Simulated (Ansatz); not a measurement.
Crystal: Tc.

```xyz
1
Lattice="0.0000 1.9500 1.9500 1.9500 0.0000 1.9500 1.9500 1.9500 0.0000" Properties=species:S:1:pos:R:3 pbc="T T T"
Tc    0.0000    0.0000    0.0000
```

This isn't the form of Tc at room conditions, which is hcp.

```yaml
Program: Ansatz 0.2.0
Task: relaxation of cell and atoms
Functional: r2SCAN
Dispersion: D3(BJ)-ATM
Potentials_or_basis: Ansatz PAW earlier set
Cutoff: "500 eV (not typed: the program's choice for these potentials)"
k_mesh: 12 × 12 × 12
Occupations: fermi-dirac, width 0.05 eV
Spin: no spin polarisation
```

At the start: volume 14.83 Å³/atom.

Q: How do energy, volume and symmetry change on relaxing?

A: It ends after 5 steps and the volume is 14.20 Å³/atom (-4.3 %); space group Fm-3m (No. 225, to 0.05 Å).

The path:
```tsv
step	energy change (eV)	largest force (eV/Å)	volume (Å³)
1	0.0000	0.0000	14.83
2	-0.0261	0.0000	14.27
3	-0.0265	0.0000	14.19
4	-0.0265	0.0000	14.20
5	-0.0262	0.0000	14.20
```

Final structure:
```
Tc
1.0
     0.00000    1.92191    1.92191
     1.92191    0.00000    1.92191
     1.92191    1.92191    0.00000
Tc
1
Direct
  0.00000 0.00000 0.00000
```

Caveat: the plane-wave basis is chosen anew once the cell has moved, so the energies of steps on either side of that aren't comparable; pairwise dispersion overbinds metals, which lowers pressure and volume; the PAW data sets come from PBE, with cores solved anew for the run's functional, which leaves a small shift of forces and pressure.
